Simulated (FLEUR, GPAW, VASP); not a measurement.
Ba: programs and potentials compared

```
Ba
1.0
     3.91000    0.00000    0.00000
    -1.95500    3.65000    0.00000
     0.00000    0.00000   20.70000
Ba
2
Cartesian
  0.0000 0.0000 7.5000
  0.0000 0.0000 13.2000
```

Alike in all runs: task single point; functional PBE; k mesh 8 × 8 × 1; occupations fermi-dirac, width 0.05 eV; no spin polarisation; no spin-orbit coupling.

```csv
program and potentials,plane-wave cutoff (eV),notes,band gap (eV),largest force (eV/Å)
"GPAW, GPAW PAW data sets (gpaw-data 1.2.1)",450,-,no gap,0.192
"FLEUR, all-electron, FLAPW",-,-,no gap,0.241
"VASP, PBE PAW files Ba_sv, 520 eV",520,-,no gap,0.193
```

Force on atom 1 (Ba), eV/Å:

| program and potentials | x | y | z |
| --- | --- | --- | --- |
| GPAW, GPAW PAW data sets (gpaw-data 1.2.1) | 0.000 | 0.000 | 0.192 |
| FLEUR, all-electron, FLAPW | 0.000 | 0.000 | 0.241 |
| VASP, PBE PAW files Ba_sv, 520 eV | 0.000 | 0.000 | 0.193 |

None finds a gap.

The functional is the same throughout but for its coding, so the spread measures potentials, basis and numerics; runs on potential files found faulty are left out.
